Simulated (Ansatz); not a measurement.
# I (Cmce) in Ansatz: further runs, part 2 of 2

Ansatz 0.2.0.

### 3 Single point, HSE06 form with a typed share of exact exchange

The input, input.yaml:

```yaml
crystal:
  lattice:
    - [3.635035, -2.39502, 0.0]
    - [3.635035, 2.39502, 0.0]
    - [0.0, 0.0, 9.79344]
  atoms:
    - { symbol: I, position: [0.6493, 0.3507, 0.3844] }
    - { symbol: I, position: [0.1493, 0.8507, 0.1156] }
    - { symbol: I, position: [0.3507, 0.6493, 0.6156] }
    - { symbol: I, position: [0.8507, 0.1493, 0.8844] }
hamiltonian:
  xc: { exchange: pbe, correlation: pbe, exx: { coeff: 0.3, omega: 0.2 } }
  pseudopotentials: { kind: paw }
kpoints:
  mp_grid: { grid: [4, 4, 2] }
scf:
  occupations: { method: fermi_dirac, width: 0.05 }
output:
  forces: true
  stress: true
  eigenvalues: true
  write_density: true
  write_potential: true
  elf: true
  volumetric_format: npy
```

Potentials or basis: Ansatz PAW.

On the command line:

```console
> ansatz run input.yaml --threads 2 --pin off --max-ram 5632MiB --backend cpu --events-out ev --progress --plain --runs-dir out
```

Standard output:

```text
Warning: output.stress: scf.convergence.dr2_threshold = 1e-7 eV (the SCF's general default) is looser than the 4e-10 eV advised for a printed stress (1e-10 eV for each atom of the cell: 4). What an SCF threshold leaves in a stress goes as its square root, and in the free energy as the threshold itself, and one threshold admits the most on a small cell: of the crystals measured, under no hybrid functional and no lock of the moments, on runs that ended without the residual-converged pass, on stresses that held no estimate of that error, the worst erred by over 100 MPa in a component at 1e-7 eV an atom and by under 5 at 1e-10. Set scf.convergence.dr2_threshold to 4e-10 eV or tighter. The threshold is an SCF's pass mark: one that does not reach it within its budget of iterations ends unconverged, or closes short of it on a stop that the run arms, and scf.convergence.dr2_threshold's page says what that costs each kind of run
Warning: output.stress: scf.exx.energy_threshold = 1e-6 eV is looser than the 4e-8 eV advised for a stress under a hybrid functional (1e-8 eV for each atom of the cell: 4). Every SCF of the exchange loop can meet its threshold on dr2 while the loop round them stops early: no threshold on dr2 bounds what that leaves in the stress. Set scf.exx.energy_threshold to 4e-8 eV or tighter. The threshold is the loop's pass mark: a loop that does not reach it within its budget of cycles ends unconverged, and scf.exx.energy_threshold's page has the law
Warning: RAYON_NUM_THREADS=2 ignored (pool sized by the plan → 2); use --threads N
Engine: ansatz 0.2.0, x86_64-unknown-linux-gnu
[... 98 lines left out ...]
--- Band table (eV; the first three rows and the last of 14) ---
  k-point 0: bands = ["-43.8132", "-43.8093", "-43.6867", "-43.6829", "-43.6631", "-43.6600", "-43.6258", "-43.6228", "-43.6222", "-43.6218", "-43.5851", "-43.5848", "-43.2860", "-43.2858", "-43.2857", "-43.2852", "-43.2828", "-43.2825", "-43.2819", "-43.2813", "-10.8817", "-10.3430", "-8.5541", "-7.4225", "-0.7049", "0.8208", "2.0787", "2.2268", "2.5608", "2.7019", "2.8812", "3.4892", "3.8756", "3.9548", "6.5344", "7.4661", "10.4811", "10.5510", "10.6837", "12.2896", "12.6978"]
  k-point 1: bands = ["-43.8112", "-43.8112", "-43.6847", "-43.6847", "-43.6616", "-43.6616", "-43.6242", "-43.6242", "-43.6220", "-43.6220", "-43.5850", "-43.5850", "-43.2859", "-43.2859", "-43.2855", "-43.2855", "-43.2827", "-43.2827", "-43.2816", "-43.2816", "-10.6587", "-10.6587", "-7.9638", "-7.9638", "-0.0305", "-0.0305", "2.4467", "2.4467", "2.6282", "2.6282", "2.9816", "2.9816", "3.9186", "3.9186", "6.8253", "6.8253", "10.9928", "10.9928", "11.4968", "11.4968", "12.3705"]
  k-point 2: bands = ["-43.8125", "-43.8097", "-43.6862", "-43.6835", "-43.6626", "-43.6604", "-43.6254", "-43.6232", "-43.6221", "-43.6219", "-43.5850", "-43.5848", "-43.2859", "-43.2857", "-43.2854", "-43.2851", "-43.2827", "-43.2825", "-43.2820", "-43.2816", "-10.6750", "-10.2715", "-8.3864", "-7.6010", "-0.7131", "0.2184", "1.3145", "1.4271", "2.2089", "2.3283", "3.3439", "3.4823", "3.6447", "3.8030", "6.7205", "7.2720", "11.1737", "11.1927", "11.5698", "12.1995", "12.5965"]
  k-point 13: bands = ["-43.8112", "-43.8112", "-43.6847", "-43.6847", "-43.6616", "-43.6616", "-43.6242", "-43.6242", "-43.6220", "-43.6220", "-43.5847", "-43.5847", "-43.2854", "-43.2854", "-43.2854", "-43.2854", "-43.2825", "-43.2825", "-43.2815", "-43.2815", "-10.3285", "-10.3285", "-7.7851", "-7.7851", "-0.0316", "-0.0316", "0.3554", "0.3554", "2.0298", "2.0298", "2.7486", "2.7486", "2.9302", "2.9302", "6.5728", "6.5728", "11.3351", "11.3351", "12.3605", "12.3605", "12.5643"]
```

rho_z.tsv:

```text
# z_ang	rho[e/angstrom^3]
# format = ansatz-planar-average/11
# lattice	3.635035000	-2.395020000	0.000000000
# lattice	3.635035000	2.395020000	0.000000000
# lattice	0.000000000	0.000000000	9.793440000
# sites	4
# site	53	3.635035000	-0.715152972	3.764598336
# site	53	3.635035000	1.679867028	1.132121664
# site	53	3.635035000	0.715152972	6.028841664
# site	53	3.635035000	-1.679867028	8.661318336
0.000000	1.439592e-1
0.136020	1.504298e-1
0.272040	1.698533e-1
0.408060	2.046063e-1
0.544080	2.835543e-1
0.680100	4.404912e-1
[... 64 lines left out ...]
9.521400	1.698533e-1
9.657420	1.504298e-1
```

v_z.tsv:

```text
# z_ang	v_es[eV]	v_tot[eV]
# format = ansatz-planar-average/11
# xc	{"exchange":"pbe","correlation":"pbe","exx":{"coeff":0.3,"omega":0.2}}
# density_cutoff_ev	1680
# datasets	I=:simpson_from_first_knot:soft:fock:shift=0
# lattice	3.635035000	-2.395020000	0.000000000
# lattice	3.635035000	2.395020000	0.000000000
# lattice	0.000000000	0.000000000	9.793440000
# sites	4
# site	53	3.635035000	-0.715152972	3.764598336
# site	53	3.635035000	1.679867028	1.132121664
# site	53	3.635035000	0.715152972	6.028841664
# site	53	3.635035000	-1.679867028	8.661318336
0.000000	7.321307e0	1.170127e0
0.136020	7.024965e0	8.367883e-1
0.272040	6.325864e0	3.089298e-2
0.408060	5.587833e0	-8.777318e-1
0.544080	5.095536e0	-1.587505e0
0.680100	4.955055e0	-1.948147e0
[... 64 lines left out ...]
9.521400	6.325864e0	3.089298e-2
9.657420	7.024965e0	8.367883e-1
```

It took 1.9 min on 2 threads of Intel Xeon at 2.70GHz, shared host; peak memory 2.3 GiB.

Results:

```
Free energy            : -30073.7127 eV
Pressure               : 0.8 GPa
Largest force          : 0.194 eV/Å
Band gap on the k mesh : 2.35 eV, indirect (least direct gap 2.58 eV)
```

Forces on the atoms (eV/Å):
```
I    0.000 -0.060 -0.184
I    0.000 -0.060  0.184
I    0.000  0.060  0.184
I    0.000  0.060 -0.184
```

Caveat: spin-orbit coupling is left out, which moves the levels of the heavy elements; the PAW data sets come from PBE, with cores solved anew for the run's functional, which leaves a small shift of forces and pressure; the thresholds are loose for stress.
